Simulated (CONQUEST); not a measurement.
Crystal: SnO2 (Cassiterite).

```xyz
6
Lattice="3.1865 0.0000 0.0000 0.0000 4.7380 0.0000 0.0000 0.0000 4.7380" Properties=species:S:1:pos:R:3 pbc="T T T"
Sn    1.5933    2.3690    2.3690
Sn    0.0000    0.0000    0.0000
O     1.5933    0.9140    0.9140
O     0.0000    3.2830    1.4550
O     1.5933    3.8240    3.8240
O     0.0000    1.4550    3.2830
```

Base run:

| Property | Result |
| --- | --- |
| Program | CONQUEST 1.3 |
| Functional | PBE |
| Potentials or basis | PseudoDojo NC PBE, DZP, grid cutoff 150 Ha |
| k mesh | 8 × 6 × 6 |
| Occupations | fermi-dirac, width 0.05 eV |
| Spin | no spin polarisation |

Its results: band gap on the k mesh 1.04 eV, direct; pressure 17.8 GPa; largest force 0.274 eV/Å.

Q: After a change of settings the same cell gave: band gap on the k mesh 0.86 eV, direct; pressure 17.6 GPa; largest force 0.425 eV/Å. Which change was it?
A. potentials or basis from PseudoDojo NC PBE, DZP, grid cutoff 150 Ha to PseudoDojo NC PBE, SZ, grid cutoff 150 Ha
B. potentials or basis from PseudoDojo NC PBE, DZP, grid cutoff 150 Ha to PseudoDojo NC PBE, SZP, grid cutoff 150 Ha; k mesh from 8 × 6 × 6 to 5 × 3 × 3
C. potentials or basis from PseudoDojo NC PBE, DZP, grid cutoff 150 Ha to PseudoDojo NC PBE, SZP, grid cutoff 150 Ha; k mesh from 8 × 6 × 6 to 6 × 4 × 4
D. potentials or basis from PseudoDojo NC PBE, DZP, grid cutoff 150 Ha to PseudoDojo NC PBE, DZ, grid cutoff 150 Ha

A: D.

Caveats: so large a pressure means that the cell lies far from this level's equilibrium, or that cutoff or potentials fall short; spin-orbit coupling is left out, which moves the levels of the heavy elements; the basis of atomic orbitals isn't converged, which shifts pressures, moduli and gaps; the atomic basis is small (some runs).

Not every run made on this cell is shown here.
